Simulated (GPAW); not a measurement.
ZnSe (Stilleite):

```
Se Zn
1.0
     0.00000    2.83380    2.83380
     2.83380    0.00000    2.83380
     2.83380    2.83380    0.00000
Se Zn
1 1
Cartesian
  4.2507 4.2507 4.2507
  0.0000 0.0000 0.0000
```

| Item | Value |
| --- | --- |
| Program | GPAW 26.7.0 |
| Task | relaxation of cell and atoms |
| Functional | PBEsol |
| Dispersion | D4 |
| Potentials or basis | PAW data sets generated in the run's folder for this functional |
| Cutoff | 600 eV |
| Basis | pw |
| k mesh | 8 × 8 × 8 |
| Occupations | fermi-dirac, width 0.05 eV |
| Spin | no spin polarisation |

At the start: pressure -2.4 GPa; volume 22.76 Å³/atom.

Problem. Where does the relaxation end?

Solution. Over 3 steps the energy falls by 6.2 meV/atom and the volume is 21.89 Å³/atom (-3.8 %); space group F-43m (No. 216, to 0.05 Å).

Step by step:
```
step  energy change (eV)  largest force (eV/Å)  pressure (GPa)  volume (Å³)
   1              0.0000                0.0000           -2.36        45.51
   2             -0.0043                0.0000           -1.94        45.19
   3             -0.0125                0.0000            0.10        43.78
```

Final structure:
```
Se Zn
1.0
     0.00000    2.79742    2.79742
     2.79742    0.00000    2.79742
     2.79742    2.79742    0.00000
Se Zn
1 1
Direct
  0.75000 0.75000 0.75000
  0.00000 0.00000 0.00000
```

Caveat: later steps reuse the first step's grids.
